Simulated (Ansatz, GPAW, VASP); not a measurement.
## One calculation of CdTe, 3 ways

```
CELL_PARAMETERS angstrom
0.00000 3.20500 3.20500
3.20500 0.00000 3.20500
3.20500 3.20500 0.00000
ATOMIC_POSITIONS crystal
Te 0.75000 0.75000 0.75000
Cd 0.00000 0.00000 0.00000
```

Alike in all runs: task single point; functional PBE; k mesh 7 × 7 × 7; occupations gaussian, width 0.05 eV; no spin polarisation; no spin-orbit coupling. Pressure is positive in compression and, in plane waves, holds the error of the finite cutoff.

| program and potentials | plane-wave cutoff (eV) | notes | pressure (GPa) |
| --- | --- | --- | --- |
| GPAW, GPAW PAW data sets (gpaw-data 1.2.1) | 600 | - | 3.81 |
| Ansatz, all-electron LAPW, scalar-relativistic | - | - | 4.26 |
| VASP, PBE PAW files Cd, Te, release 54, 520 eV | 520 | - | 4.39 |

The pressure spans 3.81 (GPAW, GPAW PAW data sets (gpaw-data 1.2.1)) to 4.39 GPa (VASP, PBE PAW files Cd, Te, release 54, 520 eV), with all-electron results at 4.26.

The functional is the same throughout but for its coding, so the spread measures potentials, basis and numerics; runs on potential files found faulty are left out.

All three calculations put zincblende CdTe under compression at this volume, so the cell is smaller than the one PBE would choose. The sign is robust: even the lowest value, 3.81 GPa, is far from zero. Squeezing the polar covalent Cd-Te bonds raises the kinetic energy of the valence electrons and the Pauli repulsion between the ions, including that from the filled Cd d shell, faster than bonding and electrostatic attraction can compensate.

The pressure shouldn't be read wholly as what a real crystal would feel at this volume. The cell is also somewhat smaller than the experimental one, but PBE typically underbinds heavy semiconductors and overestimates their lattice constants, which adds to the outward pressure. VASP lies slightly above the all-electron result and GPAW further below it, so the plane-wave runs show no common bias; the differences probably reflect the core-valence treatment together with basis convergence. A single volume fixes neither the equilibrium lattice constant nor the bulk modulus.
